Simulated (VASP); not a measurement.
Input of a VASP 6.6.1 run:

File INCAR:

```
SYSTEM = KCl
  PREC = Accurate
  ENCUT = 500
  EDIFF = 1E-6
  ISMEAR = 0
  SIGMA = 0.02
  LREAL = .FALSE.
  LASPH = .TRUE.
  NELM = 120
  ALGO = Normal
  ISIF = 2
  LWAVE = .FALSE.
  LCHARG = .FALSE.
  GGA = PE
  NBANDS = 15
  GGA_COMPAT = .FALSE.
```

File KPOINTS:

```
regular mesh
0
G
  6 6 6
  0 0 0
```

Contents of POSCAR:

```
KCl
1.0
    0.0000000000      3.1906733533      3.1906733533
    3.1906733533      0.0000000000      3.1906733533
    3.1906733533      3.1906733533      0.0000000000
K Cl
1 1
Direct
    0.0000000000      0.0000000000      0.0000000000
    0.5000000000      0.5000000000      0.5000000000
```

Potentials or basis: VASP PAW PBE potentials, release 64 (K_sv, Cl).

Run with:

```bash
$ cat potpaw_PBE.64/K_sv/POTCAR potpaw_PBE.64/Cl/POTCAR > POTCAR
$ mpirun -np 1 vasp_std > vasp.out
```

Task: Predict the band gap on the k mesh.

Result: 5.05 eV, direct.

Task: What does it give for the pressure?

Result: 0.0 GPa.

**Measured values to compare with.**

From a printed reference work, monograph, for a bulk crystal of KCl: band gap 8.68 eV.

Against the measured gap of KCl, 8.68 eV (a printed reference work, monograph), the calculated 5.05 eV is off by -3.63 eV. The value is that of PBE, without temperature or zero-point motion. Semilocal functionals fall short of measured gaps as a rule.
